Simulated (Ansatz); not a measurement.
The system is HfC.

```
CELL_PARAMETERS angstrom
0.00000 2.32500 2.32500
2.32500 0.00000 2.32500
2.32500 2.32500 0.00000
ATOMIC_POSITIONS crystal
Hf 0.50000 0.50000 0.50000
C 0.00000 0.00000 0.00000
```

Base run:

```yaml
Program: Ansatz 0.2.0
Functional: revPBE
Potentials_or_basis: all-electron LAPW, scalar-relativistic
Cutoff: 302 eV (chosen from the basis error)
Basis_error_allowed: 0.001 eV/atom
k_mesh: 10 × 10 × 10
Occupations: fermi-dirac, width 0.05 eV
Spin: no spin polarisation
```

Its results: pressure 3.2 GPa.

**Question.** The run is repeated on the same cell with these changes: functional from revPBE to PBE. What comes out?

**Answer.** Pressure 0.3 GPa.

PBE binds more tightly than revPBE, so the same cell stands under less pressure.
